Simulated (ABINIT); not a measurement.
The system is HfO2.

```
Hf O
1.0
     0.00000    2.55750    2.55750
     2.55750    0.00000    2.55750
     2.55750    2.55750    0.00000
Hf O
1 2
Direct
  0.00000 0.00000 0.00000
  0.75000 0.75000 0.75000
  0.25000 0.25000 0.25000
```

Measurements of this composition are mostly on another form, of space group No. 14.

| Quantity | Value |
| --- | --- |
| Program | ABINIT 10.8.3 (patched build) |
| Task | single point |
| Functional | PBE |
| Potentials or basis | JTH PAW PBE v2.0 |
| Cutoff | 626 eV |
| k mesh | 9 × 9 × 9 |
| Occupations | fermi-dirac, width 0.05 eV |
| Spin | no spin polarisation |

On this cell: pressure -5.8 GPa; largest force zero by symmetry; band gap on the k mesh 3.84 eV, indirect (least direct gap 3.96 eV).

The same run follows on a disturbed copy (atoms moved at random, drawn with an rms of 0.05 Å):

```
CELL_PARAMETERS angstrom
0.00000 2.55750 2.55750
2.55750 0.00000 2.55750
2.55750 2.55750 0.00000
ATOMIC_POSITIONS crystal
Hf 0.00903 0.00078 0.98476
O 0.74644 0.74874 0.75724
O 0.25109 0.24009 0.25004
```

**Question.** What does the disturbed cell give?

**Answer.** The energy moves by +4.7 meV/atom; pressure -5.4 GPa; largest force 0.422 eV/Å; band gap on the k mesh 3.84 eV, indirect (least direct gap 3.95 eV).

Forces on the atoms (eV/Å):
```
Hf   0.136  0.065 -0.160
O   -0.415 -0.069 -0.028
O    0.279  0.004  0.188
```

Stress tensor (GPa, compression positive):
```
-5.27  0.39 -0.04
 0.39 -5.42  0.97
-0.04  0.97 -5.39
```

Caveats: spin-orbit coupling is left out, which moves the levels of the heavy elements; an odd mesh through Γ misses points on the zone boundary, where band edges often lie.
